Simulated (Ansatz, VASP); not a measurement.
## BaHfO3 in VASP and in Ansatz

The input INCAR:

```
SYSTEM = BaHfO3
  ALGO = Normal
  EDIFF = 1E-6
  EDIFFG = -0.04
  ENCUT = 600
  GGA = PE
  IBRION = 2
  ISIF = 3
  ISMEAR = 0
  LASPH = .TRUE.
  LCHARG = .FALSE.
  LREAL = .FALSE.
  LWAVE = .FALSE.
  NELM = 60
  NSW = 90
  PREC = Accurate
  SIGMA = 0.1
```

The input KPOINTS:

```
k-points
0
G
  4 4 4
  0 0 0
```

The input POSCAR:

```
BaHfO3
1.0
    4.1695666300      0.0000000000      0.0000000000
    0.0000000000      4.1695666300      0.0000000000
    0.0000000000      0.0000000000      4.1703767800
Ba Hf O
1 1 3
Direct
    0.5000000000      0.5000000000      0.9964249700
    0.0000000000      0.0000000000      0.4978753300
    0.0000000000      0.5000000000      0.4988901300
    0.5000000000      0.0000000000      0.4988901300
    0.0000000000      0.0000000000      0.9979412000
```

Input for Ansatz:

```yaml
crystal:
  lattice:
    - [4.16956663, 0.0, 0.0]
    - [0.0, 4.16956663, 0.0]
    - [0.0, 0.0, 4.17037678]
  atoms:
    - { symbol: Ba, position: [0.5, 0.5, 0.99642497] }
    - { symbol: Hf, position: [0.0, 0.0, 0.49787533] }
    - { symbol: O, position: [0.0, 0.5, 0.49889013] }
    - { symbol: O, position: [0.5, 0.0, 0.49889013] }
    - { symbol: O, position: [0.0, 0.0, 0.9979412] }
basis:
  ecutwfc: 420
kpoints:
  mp_grid: { grid: [4, 4, 4] }
hamiltonian:
  xc: pbe
scf:
  occupations: { method: gaussian, width: 0.1 }
  lower_state_search: "off"
output:
  forces: true
  stress: true
  eigenvalues: true
relax:
  adjacent_minimum: "off"
  f_tol: 0.04
  max_steps: 70
  cell: { stress_tol: 0.4 }
```

Alike in both runs: task relaxation of cell and atoms; functional PBE; k mesh 4 × 4 × 4; occupations gaussian, width 0.1 eV; no spin polarisation.

```csv
,VASP,Ansatz
version,VASP 6.6.1,Ansatz 0.2.0
potentials or method,"VASP PAW PBE potentials, release 64 (Ba_sv, Hf_pv, O)","scalar-relativistic, plane waves, PAW"
plane-wave cutoff (eV),600,420
valence electrons in the cell,38,54
```

|  | VASP | Ansatz | Ansatz less VASP |
| --- | --- | --- | --- |
| gap on the k mesh at the Fermi level, each at its own relaxed structure (eV) | 3.54 | 3.62 | +0.081 |
| relaxed volume (Å³/atom) | 14.82 | 14.87 | +0.048 |
| relaxed cell length with the largest relative difference (Å) | 4.200 | 4.205 | +0.0046 |
| energy change over the relaxation (meV/atom) | -4 | -5 | -1.5 |

The two sets of potentials don't hold the same shells in valence.

Caveats: spin-orbit coupling is left out, which moves the levels of the heavy elements. A k mesh can miss the band edges.
